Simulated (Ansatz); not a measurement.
**Sn: which structure wins, without relativity**

Which of bcc, hcp, sc, diamond is lowest for Sn, without relativity? Methods of the runs shown: PAW and LAPW.

Method: DFT PBE, with the methods named in each step, in Ansatz 0.2.0.

### Step 1. The system as given

It takes space group Im-3m (No. 229, cubic). Conventional cell: a = 3.826 Å, b = 3.826 Å, c = 3.826 Å, α = 90.00°, β = 90.00°, γ = 90.00°. Sn (site symmetry m-3m) is surrounded by 8 Sn at 3.31 Å.

Structure file:

```cif
data_structure
_symmetry_space_group_name_H-M 'P 1'
_symmetry_Int_Tables_number 1
_cell_length_a 3.3133
_cell_length_b 3.3133
_cell_length_c 3.3133
_cell_angle_alpha 109.471
_cell_angle_beta 109.471
_cell_angle_gamma 109.471
_cell_volume 28.00
loop_
_atom_site_label
_atom_site_type_symbol
_atom_site_fract_x
_atom_site_fract_y
_atom_site_fract_z
_atom_site_occupancy
Sn1 Sn 0.00000 0.00000 0.00000 1
```

The PAW steps are scalar-relativistic and only prepare the cells; LAPW drops relativity.

### Step 2. Bcc relaxed, PAW

Contents of input.yaml:

```yaml
crystal:
  lattice:
    - [-1.9129311828, 1.9129311828, 1.9129311828]
    - [1.9129311828, -1.9129311828, 1.9129311828]
    - [1.9129311828, 1.9129311828, -1.9129311828]
  atoms:
    - { symbol: Sn, position: [0.0, 0.0, 0.0] }
kpoints:
  mp_grid: { grid: [15, 15, 15] }
scf:
  occupations: { method: fermi_dirac, width: 0.05 }
hamiltonian:
  xc: pbe
  pseudopotentials: { kind: paw }
output:
  forces: true
  stress: true
relax:
  f_tol: 0.005
  max_steps: 40
  cell: {}
```

Run with:

```
$ ansatz run input.yaml --threads 1 --pin off --max-ram 3072MiB --backend cpu --events-out ev --progress --plain --runs-dir out
```

Further steps of the session: Bcc relaxed, LAPW; Hcp relaxed, PAW; Hcp relaxed, LAPW; Sc relaxed, PAW; Sc relaxed, LAPW; Diamond relaxed, PAW; Diamond relaxed, LAPW.

**Question.** What will these runs give? Wanted: lowest (for each run or level that gives them).

The runs gave:

| quantity | value |
| --- | --- |
| lowest (LAPW) | diamond, 128.6 meV/atom under sc |
| lowest (PAW) | diamond, 54.9 meV/atom under hcp |

**Reading.** By LAPW the order is diamond < sc < hcp < bcc. By PAW the order is diamond < hcp < sc < bcc. Only LAPW drops relativity: the PAW files are scalar-relativistic and give the starting cells, so the two sets of rows differ by relativity and by the method's own errors together. Only these structures were tried, with electrons smeared by 0.05 eV and without vibrations, so the true ground state may be another. The k meshes differ between phases and weren't tested, which can move differences by some meV.
